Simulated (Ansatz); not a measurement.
The calculation used DFT PBE, scalar-relativistic, plane waves, PAW (Ansatz 0.2.0). Settings: cutoff 420 eV, Γ-centred meshes spaced at most about 0.3 Å⁻¹, and about 0.25 Å⁻¹ or finer for metals (2π included), Gaussian smearing. No spin polarisation in the final relaxations.

Temperature and zero-point effects are left out.

Two relaxed structures of HfC:

1. Space group P4/mmm (No. 123), tetragonal, a = 3.147 Å, c = 3.907 Å. Around Hf lie 4 C at 2.23 Å and 4 Hf at 3.15 Å; C is surrounded by 4 Hf at 2.23 Å.

2. Space group F-43m (No. 216), cubic, a = 5.044 Å. Hf has 4 C at 2.18 Å; around C lie 4 Hf at 2.18 Å.

Question: Which is lower in energy, and by how much?

Answer: Cell 2 is lower, by 0.70 eV/atom. Cell 1 has space group P4/mmm (No. 123), 19.3 Å³/atom and no gap on its mesh; cell 2 has the zinc blende type, space group F-43m (No. 216), 16.0 Å³/atom and a gap of 0.29 eV. The denser one is the lower, and pressure would at first widen the difference. Both come from invented guesses. The part of the Crystallography Open Database at hand lists HfC in space group No. 225, which no cell shown has.

Spin–orbit coupling, which can matter for Hf, is left out. Kohn–Sham gaps at this level usually fall short of measured ones. Cells relaxed within their symmetry can be saddle points.
